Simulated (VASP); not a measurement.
Crystal: CoO.

```
Co O
1.0
     1.26810    0.73214    4.03913
    -1.26810    0.73214    4.03913
     0.00000   -1.46427    4.03913
Co O
1 1
Direct
  0.00000 0.00000 0.00000
  0.50000 0.50000 0.50000
```

The cell was built by a generator and needn't be a form met in nature.

```yaml
Program: VASP 6.6.1
Task: relaxation of cell and atoms
Functional: r2SCAN
Potentials_or_basis: VASP PAW PBE potentials, release 64 (Co, O)
Cutoff: 600 eV
k_mesh: 6 × 6 × 6
Occupations: gaussian, width 0.1 eV
Spin: collinear spin, typed start
Starting_moments: "[2.49, 1.04] μB"
```

At the start: pressure -21.7 GPa; volume 11.25 Å³/atom.

**Question.** How do energy, volume and symmetry change on relaxing?

**Answer.** Over 12 steps the energy falls by 1668.1 meV/atom and the volume is 9.37 Å³/atom (-16.7 %); space group R-3m (No. 166, to 0.05 Å); moment 3.00 μB per cell.

The path:
```
step  energy change (eV)  largest force (eV/Å)  pressure (GPa)  volume (Å³)
   1              0.0000                0.0000          -21.70        22.50
   2             -2.7963                0.0000            3.65        17.33
   3             -2.9475                0.0000           20.09        16.49
   4             -2.9555                0.0000           27.75        16.17
   5             -3.3061                0.0000            0.18        18.54
   6             -3.3138                0.0000           -2.66        18.86
   7             -3.3148                0.0000           -3.71        18.98
   8             -3.3278                0.0000            0.96        18.63
   9             -3.3285                0.0000            2.23        18.53
  10             -3.3336                0.0000            0.25        18.71
  11             -3.3350                0.0000           -1.34        18.85
  12             -3.3361                0.0000           -0.35        18.74
```

Final structure:
```cif
data_structure
_symmetry_space_group_name_H-M 'P 1'
_symmetry_Int_Tables_number 1
_cell_length_a 2.9506
_cell_length_b 2.9506
_cell_length_c 2.9506
_cell_angle_alpha 61.409
_cell_angle_beta 61.409
_cell_angle_gamma 61.409
_cell_volume 18.74
loop_
_atom_site_label
_atom_site_type_symbol
_atom_site_fract_x
_atom_site_fract_y
_atom_site_fract_z
_atom_site_occupancy
Co1 Co 0.00000 0.00000 0.00000 1
O1 O 0.50000 0.50000 0.50000 1
```

Caveat: the k mesh is coarse (spacing up to 0.48 Å⁻¹), so the values aren't converged; the volume moved by over 15 % at a fixed basis, so the end points are rough; the PAW data sets were made with another functional, which shifts forces and pressure a little; a cell with one magnetic atom can't hold antiferromagnetic order, which such compounds often take.
